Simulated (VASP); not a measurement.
A run of VASP 6.6.1:

Contents of INCAR:

```
  ALGO = Normal
  EDIFF = 1E-7
  ENCUT = 520
  GGA = PE
  ISIF = 2
  ISMEAR = 0
  IVDW = 12
  LASPH = True
  LCHARG = True
  LELF = True
  LREAL = False
  LVHAR = True
  LWAVE = False
  NBANDS = 20
  NELM = 100
  PREC = Accurate
  SIGMA = 0.1
```

Contents of KPOINTS:

```
k-points
0
Gamma
  6 6 6
```

File POSCAR:

```
CdF2
1.0
    0.0000000000      2.6940000000      2.6940000000
    2.6940000000      0.0000000000      2.6940000000
    2.6940000000      2.6940000000      0.0000000000
Cd F
1 2
Direct
    0.0000000000      0.0000000000      0.0000000000
    0.2500000000      0.2500000000      0.2500000000
    0.7500000000      0.7500000000      0.7500000000
```

Potentials or basis: VASP PAW PBE potentials, release 64 (Cd, F).

The run is started by

```bash
$ cat potpaw_PBE.64/Cd/POTCAR potpaw_PBE.64/F/POTCAR > POTCAR
$ mpirun -np 1 vasp_std > vasp.out
```

Hardware: 1 thread of Intel(R) Xeon(R) 6975P-C (Granite Rapids), on a shared host.

Question: How long does it take, and how much memory?

Answer: Wall time 12 s on 1 thread of Intel(R) Xeon(R) 6975P-C (Granite Rapids) (shared host), peak memory 0.17 GiB. Counts: scf iterations 15, k points 16.
